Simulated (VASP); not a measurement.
**Cs: single point with revPBE**

Crystal: Cs.

```
Cs
1.0
     4.98322    0.00000    0.00000
     0.00000    4.98322    0.00000
     0.00000    0.00000    4.98322
Cs
1
Direct
  0.00000 0.00000 0.00000
```

This isn't the form of Cs at room conditions, which is bcc.

```json
{
 "Program": "VASP 6.6.1",
 "Task": "single point",
 "Functional": "revPBE",
 "Potentials or basis": "VASP PAW PBE potentials, release 64 (Cs_sv)",
 "Cutoff": "520 eV",
 "k mesh": "7 × 7 × 7",
 "Occupations": "fermi-dirac, width 0.1 eV",
 "Spin": "no spin polarisation"
}
```

| Quantity | Value |
| --- | --- |
| Pressure | 0.2 GPa |
| Band gap on the k mesh | none (metal or under the smearing width) |

Levels at points of the mesh, in eV from the Fermi level:
| k point | band 1 | band 2 | band 3 | band 4 | band 5 | band 6 | band 7 | band 8 | band 9 | band 10 |
| --- | --- | --- | --- | --- | --- | --- | --- | --- | --- | --- |
| (0.00, 0.00, 0.00) | -24.11 | -10.85 | -10.85 | -10.85 | -1.59 | 1.38 | 1.38 | 4.28 | 4.28 | 4.28 |

Wall time 40 s on 1 thread of AMD EPYC 7R43 64-Core Processor (Zen 3) (shared host), peak memory 0.19 GiB.

Caveat: the PAW data sets were made with another functional, which shifts forces and pressure a little. The run has no spin-orbit coupling, so splittings on Cs are missing.
